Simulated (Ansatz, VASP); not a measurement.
## Two plane-wave programs on ZnS

```
Zn S
1.0
     0.14059    2.77674    2.77674
     2.77674    0.14059    2.77674
     2.77674    2.77674    0.14059
Zn S
1 1
Cartesian
  0.0000 0.0000 0.0000
  4.2706 4.2706 4.2706
```

Alike in both runs: task single point; functional r2SCAN; k mesh 8 × 8 × 8; occupations gaussian, width 0.05 eV; no spin polarisation.

|  | VASP | Ansatz |
| --- | --- | --- |
| version | VASP 6.6.1 | Ansatz 0.2.0 |
| potentials or method | VASP PAW PBE potentials, release 64 (Zn, S) | scalar-relativistic, plane waves, PAW |
| plane-wave cutoff (eV) | 520 | 500 |
| valence electrons in the cell | 18 | 18 |

```tsv
	VASP	Ansatz	Ansatz less VASP
gap on the k mesh at the Fermi level (eV)	2.44	2.43	-0.007
least direct gap on the mesh (eV)	2.44	2.43	-0.007
pressure (GPa)	-0.2	-0.2	0.00
largest component of the traceless stress (GPa)	3.23	3.23	-0.004
rms of the force components (eV/Å)	0.191	0.189	-0.0015
```

Atom by atom the forces differ by 0.001 eV/Å (rms over components).

Caveats: the PAW data sets were made with another functional, which shifts forces and pressure a little (VASP). r2SCAN opens gaps a little over a GGA but as a rule still falls short of measured ones.
